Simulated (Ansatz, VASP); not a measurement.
NiSb (Breithauptite) in VASP and in Ansatz

```xyz
4
Lattice="3.9280 0.0000 0.0000 -1.9640 3.4017 0.0000 0.0000 0.0000 5.1200" Properties=species:S:1:pos:R:3 pbc="T T T"
Sb    1.9640    1.1339    3.8400
Sb    0.0000    2.2678    1.2800
Ni    0.0000    0.0000    2.5600
Ni    0.0000    0.0000    0.0000
```

Alike in both runs: task single point; functional PBE; k mesh 8 × 8 × 5; occupations fermi-dirac, width 0.05 eV; collinear spin, ferromagnetic start.

|  | VASP | Ansatz |
| --- | --- | --- |
| version | VASP 6.6.1 | Ansatz 0.2.0 |
| potentials or method | VASP PAW PBE potentials, release 64 (Sb, Ni) | Ansatz PAW |
| plane-wave cutoff (eV) | 520 | 420 |
| valence electrons in the cell | 30 | 66 |

|  | VASP | Ansatz | Ansatz less VASP |
| --- | --- | --- | --- |
| gap on the k mesh at the Fermi level (eV) | none | none | - |
| pressure (GPa) | 3.6 | 3.8 | +0.17 |
| largest component of the traceless stress (GPa) | 0.33 | 0.46 | +0.124 |
| net moment per atom (μB) | 0.00 | 0.00 | 0.000 |

A gap of «none» marks a metal or a gap that the smearing closes. The functional is the same, so the differences come from potentials, cutoffs and numerics. The two sets of potentials don't hold the same shells in valence.

Caveats: the starting moments weren't kept (Ansatz). The runs have no spin-orbit coupling, so splittings on Sb are missing.
